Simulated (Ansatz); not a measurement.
Crystal: Pd.

```xyz
2
Lattice="2.7837 0.0000 0.0000 -1.3918 2.4107 0.0000 0.0000 0.0000 4.6289" Properties=species:S:1:pos:R:3 pbc="T T T"
Pd    0.0000    1.6071    1.1572
Pd    1.3918    0.8036    3.4717
```

This isn't the form of Pd at room conditions, which is fcc.

| Property | Result |
| --- | --- |
| Program | Ansatz 0.2.0 |
| Task | relaxation of cell and atoms |
| Functional | HSE03 |
| Potentials or basis | Ansatz PAW |
| Cutoff | 420 eV (not typed: the program's choice for these potentials) |
| k mesh | 6 × 6 × 3 |
| Occupations | fermi-dirac, width 0.05 eV |
| Spin | no spin polarisation |

At the start: volume 15.53 Å³/atom.

Task: Where does the relaxation end?

Result: It ends after 8 steps and the volume is 14.87 Å³/atom (-4.2 %); space group P6_3/mmc (No. 194, to 0.05 Å).

Step by step:
| step | energy change (eV) | largest force (eV/Å) | volume (Å³) |
| --- | --- | --- | --- |
| 1 | 0.0000 | 0.0000 | 31.06 |
| 2 | -0.0216 | 0.0000 | 28.63 |
| 3 | -0.0436 | 0.0000 | 29.84 |
| 4 | -0.0444 | 0.0000 | 29.74 |
| 5 | -0.0445 | 0.0000 | 29.74 |
| 6 | -0.0416 | 0.0000 | 29.74 |
| 7 | -0.0416 | 0.0000 | 29.74 |
| 8 | -0.0416 | 0.0000 | 29.74 |

Final structure:
```cif
data_structure
_symmetry_space_group_name_H-M 'P 1'
_symmetry_Int_Tables_number 1
_cell_length_a 2.7166
_cell_length_b 2.7166
_cell_length_c 4.6539
_cell_angle_alpha 90.000
_cell_angle_beta 90.000
_cell_angle_gamma 120.000
_cell_volume 29.74
loop_
_atom_site_label
_atom_site_type_symbol
_atom_site_fract_x
_atom_site_fract_y
_atom_site_fract_z
_atom_site_occupancy
Pd1 Pd 0.33333 0.66667 0.25000 1
Pd2 Pd 0.66667 0.33333 0.75000 1
```

Caveat: the k mesh is coarse (spacing up to 0.45 Å⁻¹), so the values aren't converged, least of all with exact exchange; the plane-wave basis is chosen anew once the cell has moved, so the energies of steps on either side of that aren't comparable; the PAW data sets come from PBE, with cores solved anew for the run's functional, which leaves a small shift of forces and pressure.
